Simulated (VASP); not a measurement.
# GeSb2Te4 (P4/mmm) in VASP: single point with r2SCAN

Aim: the single point of GeSb2Te4 with r2SCAN.

All numbers are computed with VASP 6.6.1; they aren't measurements. Logs are shortened: lines on timing, memory, paths and dates and some standing lists are left out, and cuts for length are marked.

**1. Starting point**

It takes space group P4/mmm (No. 123, tetragonal). The conventional cell has a = 6.113 Å, b = 6.113 Å, c = 6.075 Å, α = 90.00°, β = 90.00°, γ = 90.00°. Ge (site symmetry 4/mmm) has 6 Te at 3.04 to 3.06 Å as nearest neighbours. Sb (site symmetry mmm) has 6 Te at 3.04 to 3.06 Å as nearest neighbours. Te (site symmetry mmm) is surrounded by 2 Sb at 3.04 Å and 2 Ge at 3.06 Å. Te (site symmetry 4/mmm) is surrounded by 2 Ge at 3.04 Å and 4 Sb at 3.06 Å. Around Te (site symmetry 4/mmm) lie 4 Sb at 3.06 Å.

The cell was built by a generator and needn't be a form met in nature.

**2. Single point, r2SCAN**

File INCAR:

```
PREC = Accurate
ENCUT = 520
EDIFF = 1E-6
ISMEAR = 0
SIGMA = 0.03
LREAL = False
LASPH = True
NELM = 150
ALGO = Normal
ISIF = 2
LWAVE = False
LCHARG = False
METAGGA = R2SCAN
LMIXTAU = True
NBANDS = 33
KPAR = 4
```

File KPOINTS:

```
regular mesh
0
Gamma
  4 4 4
```

File POSCAR:

```
GeSb2Te4                                
1.0
    6.1129324230      0.0000000000      0.0000000000
    0.0000000000      6.1129324230      0.0000000000
    0.0000000000      0.0000000000      6.0752799300
  Ge              Sb              Te            
     1     2     4
Direct
     0.0000000000000000    0.0000000000000000    0.0000000000000000
     0.0000000000000000    0.5000000000000000    0.5000000000000000
     0.5000000000000000    0.0000000000000000    0.5000000000000000
     0.0000000000000000    0.5000000000000000    0.0000000000000000
     0.5000000000000000    0.0000000000000000    0.0000000000000000
     0.0000000000000000    0.0000000000000000    0.5000000000000000
     0.5000000000000000    0.5000000000000000    0.5000000000000000
```

Potentials or basis: VASP PAW PBE potentials, release 64 (Ge_d, Sb, Te).

Launch:

```
> cat potpaw_PBE.64/Ge_d/POTCAR potpaw_PBE.64/Sb/POTCAR potpaw_PBE.64/Te/POTCAR > POTCAR
> mpirun -np 4 vasp_std > vasp.out
```

OUTCAR:

```text
PREC = Accurate
   ENCUT = 520
   EDIFF = 1E-6
   ISMEAR = 0
   LREAL = False
   LASPH = True
   NELM = 150
   ISIF = 2
   METAGGA = R2SCAN

 ion  position               nearest neighbor table
   1  0.000  0.000  0.000-   6 3.04   6 3.04   4 3.06   5 3.06   4 3.06   5 3.06
   2  0.000  0.500  0.500-   4 3.04   4 3.04   7 3.06   6 3.06   6 3.06   7 3.06
   3  0.500  0.000  0.500-   5 3.04   5 3.04   7 3.06   6 3.06   7 3.06   6 3.06
   4  0.000  0.500  0.000-   2 3.04   2 3.04   1 3.06   1 3.06
   5  0.500  0.000  0.000-   3 3.04   3 3.04   1 3.06   1 3.06
   6  0.000  0.000  0.500-   1 3.04   1 3.04   3 3.06   2 3.06   2 3.06   3 3.06
   7  0.500  0.500  0.500-   2 3.06   3 3.06   3 3.06   2 3.06

  LATTYP: Found a simple tetragonal cell.
 ALAT       =     6.1129324230
 C/A-ratio  =     0.9938405187

  Lattice vectors:

 A1 = (   6.1129324230,   0.0000000000,   0.0000000000)
 A2 = (   0.0000000000,   6.1129324230,   0.0000000000)
 A3 = (   0.0000000000,   0.0000000000,   6.0752799300)

Analysis of symmetry for initial positions (statically):
=====================================================================
 Subroutine PRICEL returns:
 Original cell was already a primitive cell.

 Routine SETGRP: Setting up the symmetry group for a
 simple tetragonal supercell.

 Subroutine GETGRP returns: Found 16 space group operations
 (whereof 16 operations were pure point group operations)
 out of a pool of 16 trial point group operations.

The static configuration has the point symmetry D_4h.

Analysis of symmetry for dynamics (positions and initial velocities):
=====================================================================
 Subroutine PRICEL returns:
 Original cell was already a primitive cell.

 Routine SETGRP: Setting up the symmetry group for a
 simple tetragonal supercell.

 Subroutine GETGRP returns: Found 16 space group operations
 (whereof 16 operations were pure point group operations)
 out of a pool of 16 trial point group operations.

The dynamic configuration has the point symmetry D_4h.

 Subroutine INISYM returns: Found 16 space group operations
 (whereof 16 operations are pure point group operations),
 and found     1 'primitive' translations

----------------------------------------------------------------------------------------

                                     Primitive cell

  volume of cell :     227.0207

  direct lattice vectors                    reciprocal lattice vectors
     6.112932423  0.000000000  0.000000000     0.163587609  0.000000000  0.000000000
     0.000000000  6.112932423  0.000000000     0.000000000  0.163587609  0.000000000
     0.000000000  0.000000000  6.075279930     0.000000000  0.000000000  0.164601469

  length of vectors
     6.112932423  6.112932423  6.075279930     0.163587609  0.163587609  0.164601469

  position of ions in fractional coordinates (direct lattice)
     0.000000000  0.000000000  0.000000000
     0.000000000  0.500000000  0.500000000
     0.500000000  0.000000000  0.500000000
     0.000000000  0.500000000  0.000000000
     0.500000000  0.000000000  0.000000000
     0.000000000  0.000000000  0.500000000
     0.500000000  0.500000000  0.500000000

  ion indices of the primitive-cell ions
   primitive index   ion index
                 1           1
                 2           2
                 3           3
                 4           4
                 5           5
                 6           6
                 7           7

----------------------------------------------------------------------------------------

 KPOINTS: regular mesh

Automatic generation of k-mesh.
 Grid dimensions read from file:
 generate k-points for:    4    4    4

 Generating k-lattice:

  Cartesian coordinates                     Fractional coordinates (reciprocal lattice)
     0.040896902  0.000000000  0.000000000     0.250000000  0.000000000  0.000000000
     0.000000000  0.040896902  0.000000000     0.000000000  0.250000000  0.000000000
     0.000000000  0.000000000  0.041150367     0.000000000  0.000000000  0.250000000

  Length of vectors
     0.040896902  0.040896902  0.041150367

  Shift w.r.t. Gamma in fractional coordinates (k-lattice)
     0.000000000  0.000000000  0.000000000

 Subroutine IBZKPT returns following result:
 ===========================================

 Found     18 irreducible k-points:

 Following reciprocal coordinates:
            Coordinates               Weight
  0.000000  0.000000  0.000000      1.000000
  0.250000  0.000000  0.000000      4.000000
  0.500000  0.000000  0.000000      2.000000
  0.250000  0.250000  0.000000      4.000000
  0.500000  0.250000  0.000000      4.000000
  0.500000  0.500000  0.000000      1.000000
[... 10 lines left out ...]
  0.500000  0.250000  0.500000      4.000000
  0.500000  0.500000  0.500000      1.000000
   k-points           NKPTS =     18   k-points in BZ     NKDIM =     18   number of bands    NBANDS=     33
   number of dos      NEDOS =    301   number of ions     NIONS =      7
   total plane-waves  NPLWV = 110592
   dimension x,y,z NGX =    48 NGY =   48 NGZ =   48
   dimension x,y,z NGXF=    96 NGYF=   96 NGZF=   96
   ions per type =               1   2   4
   NGX,Y,Z   is equivalent  to a cutoff of  13.05, 13.05, 13.13 a.u.
   NGXF,Y,Z  is equivalent  to a cutoff of  26.11, 26.11, 26.27 a.u.
 SYSTEM =  unknown system
   PREC   = accura    normal or accurate (medium, high low for compatibility)
   ISTART =      0    job   : 0-new  1-cont  2-samecut
   ICHARG =      2    charge: 1-file 2-atom 10-const
   ISPIN  =      1    spin polarized calculation?
   LNONCOLLINEAR =      F non collinear calculations
   LSORBIT =      F    spin-orbit coupling
   LASPH  =      T    aspherical Exc in radial PAW
   ENCUT  =  520.0 eV  38.22 Ry    6.18 a.u.  11.37 11.37 11.30*2*pi/ulx,y,z
   NELM   =    150;   NELMIN=  2; NELMDL= -5     # of ELM steps
   EDIFF  = 0.1E-05   stopping-criterion for ELM
   LREAL  =      F    real-space projection
   EDIFFG = 0.1E-04   stopping-criterion for IOM
   NSW    =      0    number of steps for IOM
   IBRION =     -1    ionic relax: 0-MD 1-quasi-New 2-CG
   NFREE  =      0    steps in history (QN), initial steepest desc. (CG)
   ISIF   =      2    stress and relaxation
   ISYM   =      2    0-nonsym 1-usesym 2-fastsym
   POTIM  = 0.5000    time-step for ionic-motion
   TEBEG  =    0.0;   TEEND  =   0.0 temperature during run
   PSTRESS=    0.0 pullay stress
   NELECT =      48.0000    total number of electrons
   NUPDOWN=      -1.0000    fix difference up-down
   EMIN   =  10.00;   EMAX   =-10.00  energy-range for DOS
   EFERMI =   0.00;   METHOD = LEGACY
   ISMEAR =     0;   SIGMA  =   0.03  broadening in eV -4-tet -1-fermi 0-gaus
   EFERMI_NEDOS =   21; number of points for ismear=-14 and -15
   IALGO  =     38    algorithm
   IMIX   =      4    mixing-type and parameters
     AMIX     =   0.40;   BMIX     =  1.00
     AMIX_MAG =   1.60;   BMIX_MAG =  1.00
  volume/ion in A,a.u.               =      32.43       218.86
  Fermi-wavevector in a.u.,A,eV,Ry     =   0.975289  1.843029 12.941712  0.951189
  Thomas-Fermi vector in A             =   2.105817
   LORBIT       =      0    0 simple, 1 ext, 2 COOP (PROOUT), +10 PAW based schemes
   METAGGA = R2SCAN    functional components
   LHFCALC =     F    Hartree Fock is set to
   AEXX    =    0.0000 exact exchange contribution
   IVDW    =     0    specifies the selected vdW correction
   LEPSILON=     F    determine dielectric tensor
   LRPA    =     F    only Hartree local field effects (RPA)
 non-spin polarized calculation
 Gauss-broadening in eV      SIGMA  =   0.03
  energy-cutoff  :      520.00
  volume of cell :      227.02
 maximum number of plane-waves:      6152
 NGX is ok and might be reduce to    48
   NGX = 23   NGY = 23   NGZ = 23

 number of electron      47.9999995 magnetization

 Free energy of the ion-electron system (eV)
  ---------------------------------------------------
  ext. energy  EPLUGINS =         0.00000000
  ---------------------------------------------------
  free energy    TOTEN  =      -166.30288408 eV

  energy without entropy =     -166.30065527  energy(sigma->0) =     -166.30176967

 E-fermi :   5.1527     XC(G=0):  -9.6039

 val. band max:        5.1504664241   @ k =   0.2500   0.2500   0.0000
 cond. band min:       5.2529066009   @ k =   0.2500   0.2500   0.5000
 fundamental gap:      0.1024401768
 Fermi energy:         5.1527196188

 k-point     1 :       0.0000    0.0000    0.0000
  band No.  band energies     occupation
      1     -20.4931      2.00000
      2     -20.4786      2.00000
      3     -20.4786      2.00000
      4     -20.4686      2.00000
      5     -20.4588      2.00000
      6      -8.2726      2.00000
[... 25 lines left out ...]
     32      10.6264      0.00000
     33      10.6894      0.00000

 k-point     2 :       0.2500    0.0000    0.0000
  band No.  band energies     occupation
      1     -20.4931      2.00000
      2     -20.4787      2.00000
      3     -20.4786      2.00000
      4     -20.4686      2.00000
      5     -20.4588      2.00000
      6      -8.0720      2.00000
[... 25 lines left out ...]
     32       9.7300      0.00000
     33      10.4575      0.00000

 k-point     3 :       0.5000    0.0000    0.0000
  band No.  band energies     occupation
      1     -20.4931      2.00000
      2     -20.4787      2.00000
      3     -20.4786      2.00000
      4     -20.4686      2.00000
      5     -20.4588      2.00000
      6      -7.7128      2.00000
[... 25 lines left out ...]
     32      10.1666      0.00000
     33      10.4406      0.00000

 k-point     4 :       0.2500    0.2500    0.0000
  band No.  band energies     occupation
      1     -20.4931      2.00000
      2     -20.4787      2.00000
      3     -20.4787      2.00000
      4     -20.4686      2.00000
      5     -20.4588      2.00000
      6      -7.8734      2.00000
[... 25 lines left out ...]
     32       9.5538      0.00000
     33       9.6161      0.00000

 k-point     5 :       0.5000    0.2500    0.0000
  band No.  band energies     occupation
      1     -20.4931      2.00000
      2     -20.4787      2.00000
      3     -20.4787      2.00000
      4     -20.4685      2.00000
      5     -20.4589      2.00000
      6      -7.5209      2.00000
[... 388 lines left out ...]
 k-point    16 :       0.2500    0.2500    0.5000
  band No.  band energies     occupation
      1     -20.4930      2.00000
      2     -20.4787      2.00000
      3     -20.4787      2.00000
      4     -20.4686      2.00000
      5     -20.4588      2.00000
      6      -7.5355      2.00000
[... 25 lines left out ...]
     32       8.6097      0.00000
     33       8.7559      0.00000

 k-point    17 :       0.5000    0.2500    0.5000
  band No.  band energies     occupation
      1     -20.4930      2.00000
      2     -20.4787      2.00000
      3     -20.4787      2.00000
      4     -20.4685      2.00000
      5     -20.4589      2.00000
      6      -7.2241      2.00000
[... 25 lines left out ...]
     32       7.9483      0.00000
     33       8.4776      0.00000

 k-point    18 :       0.5000    0.5000    0.5000
  band No.  band energies     occupation
      1     -20.4930      2.00000
      2     -20.4787      2.00000
      3     -20.4787      2.00000
      4     -20.4685      2.00000
      5     -20.4589      2.00000
      6      -7.0222      2.00000
[... 25 lines left out ...]
     32       5.9673      0.00000
     33       5.9673      0.00000

------------------------ aborting loop because EDIFF is reached ----------------------------------------

  FORCE on cell =-STRESS in cart. coord.  units (eV):
  Direction    XX          YY          ZZ          XY          YZ          ZX
  --------------------------------------------------------------------------------------
  -------------------------------------------------------------------------------------
  Total       -1.2986610     -1.2986610     -1.6160140      0.0000000     -0.0000000      0.0000000
  in kB       -9.1651781     -9.1651781    -11.4048666      0.0000000     -0.0000000      0.0000000
  external PRESSURE =      -9.9117409 kB  Pullay stress =       0.0000000 kB

 VOLUME and BASIS-vectors are now :
 -----------------------------------------------------------------------------
  energy-cutoff  :      520.00
  volume of cell :      227.02
      direct lattice vectors                 reciprocal lattice vectors
     6.112932423  0.000000000  0.000000000     0.163587609  0.000000000  0.000000000
     0.000000000  6.112932423  0.000000000     0.000000000  0.163587609  0.000000000
     0.000000000  0.000000000  6.075279930     0.000000000  0.000000000  0.164601469

 POSITION                                       TOTAL-FORCE (eV/Angst)
 -----------------------------------------------------------------------------------
      0.00000      0.00000      0.00000         0.000000      0.000000      0.000000
      0.00000      3.05647      3.03764         0.000000      0.000000      0.000000
      3.05647      0.00000      3.03764         0.000000      0.000000      0.000000
      0.00000      3.05647      0.00000         0.000000      0.000000      0.000000
      3.05647      0.00000      0.00000         0.000000      0.000000      0.000000
      0.00000      0.00000      3.03764         0.000000      0.000000      0.000000
      3.05647      3.05647      3.03764         0.000000      0.000000      0.000000
 -----------------------------------------------------------------------------------
    total drift:                                0.000000      0.000000      0.000000

  FREE ENERGIE OF THE ION-ELECTRON SYSTEM (eV)
  ---------------------------------------------------
  free  energy   TOTEN  =      -166.3028840832 eV

  energy  without entropy=     -166.3006552660  energy(sigma->0) =     -166.30176967
```

It took 2.3 min on 4 MPI ranks of Intel Xeon Platinum 8259CL at 2.50GHz (Skylake/Cascade Lake), shared host; peak memory 0.45 GiB.

Results:

* Free energy: -166.3029 eV
* Pressure: -1.0 GPa
* Band gap on the k mesh: none (metal or under the smearing width)

Stress tensor (GPa, compression positive):
```
-0.92  0.00  0.00
 0.00 -0.92  0.00
 0.00  0.00 -1.14
```

Levels at points of the mesh, in eV from the Fermi level:
```tsv
k point	band 21	band 22	band 23	band 24	band 25	band 26	band 27	band 28
(0.00, 0.00, 0.00)	-2.91	-0.36	-0.17	-0.17	3.18	3.38	3.38	3.71
(0.50, 0.00, 0.00)	-0.81	-0.75	-0.61	-0.20	0.64	1.35	1.99	3.86
(0.50, 0.50, 0.00)	-1.08	-1.05	-0.56	-0.56	0.40	0.41	1.13	1.43
(0.00, 0.00, 0.50)	-0.80	-0.60	-0.60	-0.16	0.34	1.62	1.90	3.52
(0.50, 0.00, 0.50)	-0.78	-0.71	-0.48	-0.39	0.52	0.77	0.84	0.90
(0.50, 0.50, 0.50)	-0.50	-0.37	-0.15	-0.15	-0.02	0.14	0.18	0.32
```

Caveat: the PAW data sets were made with another functional, which shifts forces and pressure a little. The run has no spin-orbit coupling, so splittings on Sb, Te are missing.
